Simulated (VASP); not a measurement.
Sb:

```
CELL_PARAMETERS angstrom
3.12240 0.00000 0.00000
0.00000 4.34752 0.00000
-0.03891 0.00000 4.40585
ATOMIC_POSITIONS crystal
Sb 0.98861 0.75000 0.75883
Sb 0.01139 0.25000 0.24117
```

This isn't the form of Sb at room conditions, which is rhombohedral.

| Property | Result |
| --- | --- |
| Program | VASP 6.6.1 |
| Task | relaxation of cell and atoms |
| Functional | PBE |
| Dispersion | D3(BJ) |
| Potentials or basis | VASP PAW PBE potentials, release 64 (Sb) |
| Cutoff | 600 eV |
| k mesh | 14 × 10 × 10 |
| Occupations | gaussian, width 0.1 eV |
| Spin | no spin polarisation |

At the start: pressure -2.2 GPa; volume 29.90 Å³/atom.

**Question.** How do energy, volume and symmetry change on relaxing?

**Answer.** Over 22 steps the energy falls by 13.4 meV/atom and the volume is 28.66 Å³/atom (-4.2 %); space group Pm-3m (No. 221, to 0.05 Å).

The path:
```csv
step,energy change (eV),largest force (eV/Å),pressure (GPa),volume (Å³)
1,0.0000,0.1176,-2.25,59.81
2,-0.0153,0.1952,1.34,56.25
3,-0.0195,0.1740,0.11,57.33
4,-0.0222,0.1357,0.10,57.29
5,-0.0256,0.0327,0.16,57.17
6,-0.0258,0.0203,-0.22,57.51
7,-0.0262,0.0233,-0.04,57.35
8,-0.0262,0.0232,-0.05,57.36
9,-0.0263,0.0206,0.01,57.30
10,-0.0263,0.0192,0.07,57.25
11,-0.0264,0.0188,0.05,57.27
12,-0.0265,0.0191,-0.03,57.34
13,-0.0265,0.0195,-0.04,57.37
14,-0.0265,0.0193,-0.05,57.37
15,-0.0266,0.0196,-0.06,57.38
16,-0.0267,0.0235,-0.07,57.39
17,-0.0268,0.0192,0.03,57.30
18,-0.0268,0.0184,0.05,57.28
19,-0.0268,0.0117,0.03,57.30
20,-0.0268,0.0016,-0.01,57.34
21,-0.0268,0.0020,0.01,57.31
22,-0.0268,0.0018,0.00,57.32
```

Final structure:
```
Sb
1.0
     3.06312    0.00000    0.01327
     0.00000    4.32581    0.00000
    -0.01940    0.00000    4.32584
Sb
2
Direct
  0.99939 0.75000 0.75005
  0.00061 0.25000 0.24995
```

Caveat: pairwise dispersion overbinds metals, which lowers pressure and volume.
